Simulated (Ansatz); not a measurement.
Runs of Ansatz 0.2.0 on TaN. The structure is cubic, space group Fm-3m (No. 225). The conventional cell has a = 4.423 Å, b = 4.423 Å, c = 4.423 Å, α = 90.00°, β = 90.00°, γ = 90.00°. Around Ta (site symmetry m-3m) lie 6 N at 2.21 Å. N (site symmetry m-3m) has 6 Ta at 2.21 Å as nearest neighbours. The cell comes from a database or a generator and needn't be the stable form of this composition.

```csv
task,level,cell,cutoff (eV),smearing,pressure (GPa),relaxed volume (Å³/atom)
relaxation of cell and atoms,BLYP+D3(BJ),relaxed,-,fermi-dirac 0.05 eV,0.0,10.60
band structure,RPBE,as given,355,fermi-dirac 0.05 eV,3.5,-
relaxation of cell and atoms,LDA,relaxed,-,fermi-dirac 0.05 eV,0.0,(a)
relaxation of cell and atoms,revPBE+D3(BJ),relaxed,-,fermi-dirac 0.05 eV,0.0,10.44
single point,RPBE,as given,355,gaussian 0.02 eV,(b),-
```

Alike in all rows: potentials or basis all-electron LAPW, scalar-relativistic; no spin polarisation; k mesh 10 × 10 × 10; basis error allowed 0.001 eV/atom.

Q: Fill in the values left out.

A: (a) 10.27; (b) 3.4.

Runs at the PBE level aren't shown here.
